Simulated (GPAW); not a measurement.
# GaP (F-43m) in GPAW: notebook, part 2 of 2

GPAW 26.7.0. Earlier steps stand in the parts before.

## 3. Band structure, TASK, spin-orbit coupling, no magnetisation

run.py reads:

```python
import numpy as np
from ase.dft.bandgap import bandgap
from ase.io import write
from ase.spacegroup import crystal
from ase.units import GPa
from gpaw import GPAW, PW
from gpaw.spinorbit import soc_eigenstates

# Ga 4a
# P 4c
atoms = crystal(['Ga', 'P'],
                basis=[[0.0, 0.0, 0.0],
                       [0.25, 0.25, 0.25]],
                spacegroup=216, setting=1,  # F-43m
                cellpar=[5.4505, 5.4505, 5.4505, 90.0, 90.0, 90.0],
                primitive_cell=True)

calc = GPAW(mode=PW(600),
            xc='MGGA_X_TASK+LDA_C_PW',
            kpts={'size': (8, 8, 8), 'gamma': True},
            occupations={'name': 'fermi-dirac', 'width': 0.05},
            nbands=11,
            convergence={'density': 1e-05, 'energy': 1e-05},
            maxiter=150,
            txt='gpaw.txt')
atoms.calc = calc
energy = atoms.get_potential_energy()
forces = atoms.get_forces()
stress = atoms.get_stress()
calc.write('gs.gpw')
write('result.traj', atoms)
print(f'Energy: {energy:.6f} eV')
print('Forces (eV/A):')
print(forces.round(4))
print('Stress (GPa):', (stress / GPa).round(3))
print('Fermi level:', round(calc.get_fermi_level(), 4), 'eV')
print(f'Gap: {bandgap(calc)[0]:.4f} eV, direct: {bandgap(calc, direct=True)[0]:.4f} eV')

path = atoms.cell.bandpath('GXWKGLUWLK,UX', npoints=80, eps=1e-4)
bs_calc = calc.fixed_density(kpts=path, symmetry='off', nbands=21,
                             convergence={'bands': 'CBM+6.0', 'eigenstates': 1e-6}, txt='bands.txt')
bs = bs_calc.band_structure()
bs.write('bs.json')
print(f'Gap on the path: {bandgap(bs_calc)[0]:.4f} eV')

soc = soc_eigenstates(bs_calc, theta=0, phi=0, ignore_xc_potential=True)
np.savetxt('soc_bands.dat', soc.eigenvalues(), fmt='%.4f')
mesh = soc_eigenstates('gs.gpw', theta=0, phi=0, ignore_xc_potential=True)
np.savetxt('soc_mesh.dat', mesh.eigenvalues(), fmt='%.4f')
print('Fermi level with spin-orbit coupling:', round(mesh.fermi_level, 4), 'eV')
```

Potentials or basis: GPAW PAW data sets (gpaw-data 1.2.1), pw.

Launch:

```console
$ OMP_NUM_THREADS=1 python run.py
```

gpaw.txt:

```text
__  _  _
 | _ |_)|_||  |
 |__||  | ||/\| - 26.7.0

Input parameters:
  mode=PW(ecut=600.0),
  convergence={'density': 1e-05, 'energy': 1e-05},
  kpts=MonkhorstPack(size=(8, 8, 8), gamma=True),
  maxiter=150,
  nbands=11,
  occupations=Occupations(name='fermi-dirac', width=0.05),
  xc=XC(name='MGGA_X_TASK+LDA_C_PW')

Diagonalizing LCAO Hamiltonian
Converting LCAO to pw mode

           P

       Ga

Atoms  # Å, Bohr magnetons
|   | symbol |        x |        y |        z |    initial magnetic moments |
|---|--------|----------|----------|----------|-----------------------------|
| 0 |     Ga | 0.000000 | 0.000000 | 0.000000 | ( 0.0000,  0.0000,  0.0000) |
| 1 |      P | 1.362625 | 1.362625 | 1.362625 | ( 0.0000,  0.0000,  0.0000) |

Unit cell  # Å
| periodic |        x |        y |        z |  lengths |    angles |
|----------|----------|----------|----------|----------|-----------|
|      yes | 0.000000 | 2.725250 | 2.725250 | 3.854086 | 60.000000 |
|      yes | 2.725250 | 0.000000 | 2.725250 | 3.854086 | 60.000000 |
|      yes | 2.725250 | 2.725250 | 0.000000 | 3.854086 | 60.000000 |

Number of symmetries: 24
Symmetry operations  # r_c * U_cc + t_c -> r_c
|    | kind |            matrix            |
|----|------|------------------------------|
|  0 |  E   |  1, 0, 0,  0, 1, 0,  0, 0, 1 |
|  1 |  σ   |  1, 0, 0,  0, 0, 1,  0, 1, 0 |
|  2 |  σ   |  1, 0,-1,  0, 1,-1,  0, 0,-1 |
|  3 |  C3  |  1, 0,-1,  0, 0,-1,  0, 1,-1 |
|  4 |  C3  |  1,-1, 0,  0,-1, 1,  0,-1, 0 |
|  5 |  σ   |  1,-1, 0,  0,-1, 0,  0,-1, 1 |
|  6 |  σ   |  0, 1, 0,  1, 0, 0,  0, 0, 1 |
|  7 |  C3  |  0, 1, 0,  0, 0, 1,  1, 0, 0 |
|  8 |  C2  |  0, 1,-1,  1, 0,-1,  0, 0,-1 |
|  9 |  S4  |  0, 1,-1,  0, 0,-1,  1, 0,-1 |
| 10 |  C3  |  0, 0, 1,  1, 0, 0,  0, 1, 0 |
| 11 |  σ   |  0, 0, 1,  0, 1, 0,  1, 0, 0 |
| 12 |  S4  |  0, 0,-1,  1, 0,-1,  0, 1,-1 |
| 13 |  C3  |  0, 0,-1,  0, 1,-1,  1, 0,-1 |
| 14 |  S4  |  0,-1, 1,  1,-1, 0,  0,-1, 0 |
| 15 |  C2  |  0,-1, 1,  0,-1, 0,  1,-1, 0 |
| 16 |  C3  |  0,-1, 0,  1,-1, 0,  0,-1, 1 |
| 17 |  S4  |  0,-1, 0,  0,-1, 1,  1,-1, 0 |
| 18 |  S4  | -1, 1, 0, -1, 0, 1, -1, 0, 0 |
| 19 |  C3  | -1, 1, 0, -1, 0, 0, -1, 0, 1 |
| 20 |  C3  | -1, 0, 1, -1, 1, 0, -1, 0, 0 |
| 21 |  S4  | -1, 0, 1, -1, 0, 0, -1, 1, 0 |
| 22 |  σ   | -1, 0, 0, -1, 1, 0, -1, 0, 1 |
| 23 |  C2  | -1, 0, 0, -1, 0, 1, -1, 1, 0 |

BZ-sampling:
  Number of BZ points: 512
  Number of IBZ points: 29

  Monkhorst-Pack size: [8, 8, 8]
  Monkhorst-Pack shift: [0.0625, 0.0625, 0.0625]

K-points  # in reciprocal-cell coordinates
|     |                                coordinates |     weight |
|-----|--------------------------------------------|------------|
[... 91 lines left out ...]

density mixing:
  MSR1-Mixer
  Pratt-step length: 0.05
  Maximum mixing coefficient: 0.75
  Old densities: 10
  SVD Regularization: 0.005
  Good broyden scale: 1.0
  Trust region scale: 1.0
  Backstep threshold: 4.0
  History deletion threshold: 6.0
  Fourier metric: weight=20.0, sigma=0.015

occupation numbers:
  Fermi-Dirac:
    width: 0.0500  # eV

poisson solver:
  ecut: 4800.0  # eV

xc functional:
  name: MGGA_X_TASK+LDA_C_PW with 2 nearest neighbor stencil

convergence criteria:
- Maximum integral of absolute [dens]ity change: 1e-05 electrons / valence electron
- Maximum [total energy] change in last 3 cyles: 1e-05 eV / valence electron
- Maximum integral of absolute [eigenst]ate change: 4e-08 eV^2 / valence electron
maximum number of iterations: 150

SCF iterations
|iter     | |      energy | eigst |  dens |
|---------|-|-------------|-------|-------|
|iter:   1| |   -0.839403 | -0.19 |       |
|iter:   2| |    3.556563 | -0.99 | -0.90 |
|iter:   3| |-18927.032448 | +3.69 | -0.87 |
|iter:   4| |    7.755444 | +1.98 | +1.36 |
|iter:   5| |    3.314663 | +0.49 | -0.65 |
|iter:   6| |    3.259508 | -1.61 | -1.36 |
|iter:   7| |    3.259510 | -3.13 | -1.85 |
|iter:   8| |    3.258764 | -4.03 | -2.36 |
|iter:   9| |    3.258711 | -4.97 | -2.76 |
|iter:  10| |    3.258707c| -6.50 | -3.27 |
|iter:  11| |    3.258706c| -7.05 | -3.69 |
|iter:  12| |    3.258706c| -7.90c| -4.07 |
|iter:  13| |    3.258706c| -7.49c| -4.40 |
|iter:  14| |    3.258706c| -7.67c| -4.71 |
|iter:  15| |    3.258706c| -8.63c| -5.40c|

Converged in 15 steps
Energy contributions relative to reference atoms: (reference = -62187.585188)

Energy contributions:
  Kinetic:          15.179236
  Coulomb:         -12.170334
  Zero:             -0.041571
  External:          0.000000
  Xc:                0.291375
  Entropy:          -0.000000
  Spinorbit:         0.000000
  ----------------------------
  Free energy:       3.258706
  Extrapolated:      3.258706

dipole moment: (-16.873375, -16.873375, -16.873375)  # |e|*Ang

Fermi level: 5.882
Eigenvalues  # (at kpt = [0.000, 0.000, 0.000])
| band index |      eig [eV] | occ [0-2] |
|------------|---------------|-----------|
|          0 |        -8.941 |     2.000 |
|          1 |         4.721 |     2.000 |
|          2 |         4.721 |     2.000 |
|          3 |         4.721 |     2.000 |
|          4 |         7.954 |     0.000 |
|          5 |         9.296 |     0.000 |
|          6 |         9.296 |     0.000 |
|          7 |         9.296 |     0.000 |
|          8 |        15.462 |     0.000 |
|          9 |        15.462 |     0.000 |
|         10 |        16.128 |     0.000 |

Gap: 2.429 eV
Transition (v -> c):
  (s=0, k=0, n=3, [0.00, 0.00, 0.00]) -> (s=0, k=12, n=4, [0.38, 0.38, 0.00])
Direct/indirect transitions are different
Direct gap: 3.232 eV
Transition at: (s=0, k=0, n=3, [0.00, 0.00, 0.00])

Forces  # eV/Ang
|       x |        y |       z |
|---------|----------|---------|
| 0.00000 | -0.00000 | 0.00000 |  # Ga   0
| 0.00000 |  0.00000 | 0.00000 |  # P    1

Stress tensor  # eV/Ang^3
|         x |         y |         z |
|-----------|-----------|-----------|
| -0.034786 |  0.000000 |  0.000000 |
|  0.000000 | -0.034786 | -0.000000 |
|  0.000000 | -0.000000 | -0.034786 |

# Writing to gs.gpw (mode='')
```

stdout:

```text
Energy: 3.258706 eV
Forces (eV/A):
[[ 0. -0.  0.]
 [ 0.  0.  0.]]
Stress (GPa): [-5.573 -5.573 -5.573 -0.     0.     0.   ]
Fermi level: 5.8824 eV
Gap: 2.4293 eV, direct: 3.2324 eV
Gap on the path: 2.3987 eV
Fermi level with spin-orbit coupling: 5.9496 eV
```

bands.txt:

```text
Diagonalizing LCAO Hamiltonian
Converting LCAO to pw mode
convergence criteria:
- Maximum integral of absolute [eigenst]ate change: 1e-06 eV^2 / valence electron
maximum number of iterations: 150

SCF iterations
|iter     | |      energy | eigst |  dens |
|---------|-|-------------|-------|-------|
[... 86 lines left out ...]
         [0.40277778, 0.40277778, 0.69444444],
         [0.38888889, 0.38888889, 0.72222222],
         [0.375     , 0.375     , 0.75      ],
         [0.625     , 0.25      , 0.625     ],
         [0.59375   , 0.1875    , 0.59375   ],
         [0.5625    , 0.125     , 0.5625    ],
         [0.53125   , 0.0625    , 0.53125   ],
         [0.5       , 0.        , 0.5       ]])),
  maxiter=150,
  nbands=21,
  occupations=Occupations(name='fermi-dirac', width=0.05),
  symmetry=Symmetry(point_group=False, time_reversal=False),
  xc=XC(name='MGGA_X_TASK+LDA_C_PW')
```

It took 2 min on 1 thread of Arm Neoverse V1, shared host; peak memory 0.31 GiB.

Results:

| Property | Result |
| --- | --- |
| Free energy | 3.2587 eV |
| Pressure | 5.6 GPa |
| Band gap on the k mesh | 2.40 eV, indirect (least direct gap 3.21 eV) |
| Band gap along the path | 2.37 eV, indirect (least direct gap 3.21 eV) |

Levels at the corners of the path, in eV from the valence-band top:
```csv
point,band 4,band 5,band 6,band 7,band 8,band 9,band 10,band 11,band 12,band 13
Γ,-0.08,0.00,0.00,0.00,0.00,3.21,3.21,4.43,4.43,4.61
X,-7.32,-3.01,-3.01,-2.98,-2.98,2.54,2.54,2.56,2.56,12.18
W,-7.06,-3.94,-3.92,-3.72,-3.67,5.74,5.77,5.78,5.78,7.30
K,-7.06,-4.29,-4.27,-2.52,-2.52,3.02,3.03,5.82,5.83,9.47
Γ,-0.08,0.00,0.00,0.00,0.00,3.21,3.21,4.43,4.43,4.61
L,-7.17,-1.31,-1.31,-1.24,-1.24,2.62,2.62,5.47,5.47,5.54
U,-7.06,-4.29,-4.27,-2.52,-2.52,3.02,3.03,5.82,5.83,9.47
W,-7.06,-3.94,-3.92,-3.72,-3.67,5.74,5.77,5.78,5.78,7.30
L,-7.17,-1.31,-1.31,-1.24,-1.24,2.62,2.62,5.47,5.47,5.54
K,-7.06,-4.29,-4.27,-2.52,-2.52,3.02,3.03,5.82,5.83,9.47
U,-7.06,-4.29,-4.27,-2.52,-2.52,3.02,3.03,5.82,5.83,9.47
X,-7.32,-3.01,-3.01,-2.98,-2.98,2.54,2.54,2.56,2.56,12.18
```

Caveat: the data sets keep Ga 3d, Li 1s and Be 1s frozen, and some such compounds lay over 1.5 % in volume off other programs; spin-orbit coupling was added after a scalar SCF, so levels and gaps hold it while energy, forces, pressure and moments don't; this program's spin-orbit splittings come out too wide for heavy elements; the PAW data sets were made with another functional, which shifts forces and pressure a little.

## 4. Equation of state, OLYP

run.py reads:

```python
from ase.eos import EquationOfState
from ase.io import Trajectory, read
from ase.units import GPa
from gpaw import GPAW, PW, setup_paths

setup_paths.insert(0, '.')

atoms = read('GaP.cif')

traj = Trajectory('eos.traj', 'w')
volumes, energies = [], []
for x in [0.94, 0.96, 0.98, 1.0, 1.02, 1.04, 1.06]:
    a = atoms.copy()
    a.set_cell(atoms.cell * x**(1 / 3), scale_atoms=True)
    calc = GPAW(mode=PW(600),
                xc='GGA_X_OPTX+GGA_C_LYP',
                kpts={'size': (8, 8, 8), 'gamma': True},
                occupations={'name': 'fermi-dirac', 'width': 0.05},
                nbands=11,
                convergence={'density': 1e-05, 'energy': 1e-05},
                eigensolver='davidson',
                maxiter=150,
                txt=f'eos-{x:.2f}.txt')
    a.calc = calc
    energies.append(a.get_potential_energy(force_consistent=True))
    volumes.append(a.get_volume())
    p = -a.get_stress()[:3].mean() / GPa
    calc.write(f'eos-{x:.2f}.gpw')
    traj.write(a)
    print(f'{x:.2f} {volumes[-1]:10.4f} A^3 {energies[-1]:14.6f} eV {p:9.3f} GPa', flush=True)

v0, e0, B = EquationOfState(volumes, energies, eos='birchmurnaghan').fit()
print(f'V0 = {v0:.4f} A^3, E0 = {e0:.6f} eV, B0 = {B / GPa:.2f} GPa')
```

GaP.cif reads:

```cif
data_GaP
_cell_length_a 3.85408551
_cell_length_b 3.85408551
_cell_length_c 3.85408551
_cell_angle_alpha 60.00000000
_cell_angle_beta 60.00000000
_cell_angle_gamma 60.00000000
_space_group_name_H-M_alt 'P1'
_space_group_name_Hall 'P 1'
_space_group_IT_number 1
loop_
_space_group_symop_operation_xyz
'x,y,z'
loop_
_atom_site_label
_atom_site_type_symbol
_atom_site_symmetry_multiplicity
_atom_site_Wyckoff_symbol
_atom_site_fract_x
_atom_site_fract_y
_atom_site_fract_z
_atom_site_occupancy
Ga1 Ga 1 a 0.0000000000 0.0000000000 0.0000000000 1
P1 P 1 a 0.7500000000 0.7500000000 0.7500000000 1
```

Potentials or basis: PAW data sets generated in the run's folder for this functional, pw.

Launch:

```console
$ gpaw-setup -f GGA_X_OPTX+GGA_C_LYP Ga P
$ OMP_NUM_THREADS=1 python run.py
```

It took 71 s on 1 thread of Arm Neoverse V1, shared host; peak memory 0.24 GiB.

Results (log left out):

| Quantity | Value |
| --- | --- |
| Equilibrium volume | 21.62 Å³/atom (rough: see the caveat) |
| Bulk modulus | 74 GPa (rough) |

Energy against volume, from the lowest point:
| volume (Å³/atom) | energy (meV/atom) |
| --- | --- |
| 19.026 | 90.77 |
| 19.431 | 62.11 |
| 19.836 | 39.64 |
| 20.240 | 22.72 |
| 20.645 | 10.80 |
| 21.050 | 3.38 |
| 21.455 | 0.00 |

Caveat: the data sets keep Ga 3d, Li 1s and Be 1s frozen, and some such compounds lay over 1.5 % in volume off other programs; the minimum lies outside the volumes run.

## 5. The runs side by side

```csv
task,level,potentials or basis,spin,cutoff (eV),band path,band points,spin axis theta (degrees),spin axis phi (degrees),eigensolver,grid spacing,gap on the mesh (eV)
band structure,PBE,"GPAW PAW data sets (gpaw-data 1.2.1), fd",off,-,"GXWKGLUWLK,UX",80,-,-,-,0.2 Å,1.67
band structure,TASK,"GPAW PAW data sets (gpaw-data 1.2.1), pw","SOC, no magnetisation",600,"GXWKGLUWLK,UX",80,0,0,-,-,2.40
equation of state,OLYP,"PAW data sets generated in the run's folder for this functional, pw",off,600,-,-,-,-,davidson,-,-
```

Alike in all rows: cell as given; k mesh 8 × 8 × 8; smearing fermi-dirac 0.05 eV.

Caveats: the data sets keep Ga 3d, Li 1s and Be 1s frozen, and some such compounds lay over 1.5 % in volume off other programs (some runs); the real-space grid adds noise to forces (some runs); spin-orbit coupling was added after a scalar SCF, so levels and gaps hold it while energy, forces, pressure and moments don't (some runs); this program's spin-orbit splittings come out too wide for heavy elements (some runs); the PAW data sets were made with another functional, which shifts forces and pressure a little (some runs); the minimum lies outside the volumes run (some runs).

Total energies depend on the potentials used, so only differences within one code and one set of settings carry meaning.

## 6. Against experiment

Step 2. A measured gap of GaP is 2.34 eV (indirect; 10 K; quoted in “Stacking defects in GaP nanowires: Electronic structure and optical properties”, 2018, arxiv:1810.01194); the calculated 1.62 eV misses it by -0.72 eV. Spin-orbit coupling on Ga is left out. The value is that of PBE, without temperature or zero-point motion. Semilocal functionals fall short of measured gaps as a rule.

Step 3. A measured gap of GaP is 2.34 eV (indirect; 10 K; quoted in “Stacking defects in GaP nanowires: Electronic structure and optical properties”, 2018, arxiv:1810.01194); the calculated 2.37 eV misses it by +0.03 eV. The value is that of TASK, without temperature or zero-point motion.
